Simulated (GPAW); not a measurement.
LiCl in GPAW: convergence with smearing width (eV)

Input of the first run (smearing width (eV) 0.5); the others differ in this setting and in those tied to it:

Contents of run.py:

```python
from ase.dft.bandgap import bandgap
from ase.io import read, write
from ase.units import GPa
from gpaw import GPAW, PW

atoms = read('LiCl.xyz')

calc = GPAW(mode=PW(800),
            xc='PBE',
            kpts={'size': (9, 9, 9), 'gamma': True},
            occupations={'name': 'fermi-dirac', 'width': 0.5},
            nbands=11,
            convergence={'density': 1e-05, 'energy': 1e-05},
            maxiter=100,
            txt='gpaw.txt')
atoms.calc = calc
energy = atoms.get_potential_energy()
forces = atoms.get_forces()
stress = atoms.get_stress()
calc.write('gs.gpw')
write('result.traj', atoms)
print(f'Energy: {energy:.6f} eV')
print('Forces (eV/A):')
print(forces.round(4))
print('Stress (GPa):', (stress / GPa).round(3))
print('Fermi level:', round(calc.get_fermi_level(), 4), 'eV')
print(f'Gap: {bandgap(calc)[0]:.4f} eV, direct: {bandgap(calc, direct=True)[0]:.4f} eV')
```

Contents of LiCl.xyz:

```xyz
2
Lattice="0.0000000000 2.5647700000 2.5647700000 2.5647700000 0.0000000000 2.5647700000 2.5647700000 2.5647700000 0.0000000000" Properties=species:S:1:pos:R:3 pbc="T T T"
Cl     2.5647700000      2.5647700000      2.5647700000
Li     0.0000000000      0.0000000000      0.0000000000
```

Potentials or basis: GPAW PAW data sets (gpaw-data 1.2.1), pw.

Command:

```bash
$ OMP_NUM_THREADS=1 python run.py
```

Hardware: 1 thread of Arm Neoverse V1 (shared host).

**Question.** The values tried are 0.5, 0.3, 0.2, 0.15, 0.1, 0.05, 0.025, 0.01, loosest first. From which on does the energy stay within 1 meV/atom of the tightest run that finished?

**Answer.** From 0.3 on.

```tsv
smearing width (eV)	energy less the tightest run, at zero smearing (meV/atom)	SCF cycles	CPU time (s)	peak memory (GiB)
0.5	1.21	8	12	0.16
0.3	0.01	8	12	0.16
0.2	0.00	8	12	0.16
0.15	0.00	8	12	0.15
0.1	0.00	8	12	0.16
0.05	0.00	8	12	0.16
0.025	0.00	8	12	0.15
0.01	0.00	8	12	0.16
```

The tightest run that finished is the yardstick and may itself not be fully converged.

Caveat, for the tightest run too: an odd mesh through Γ misses points on the zone boundary, where band edges often lie.
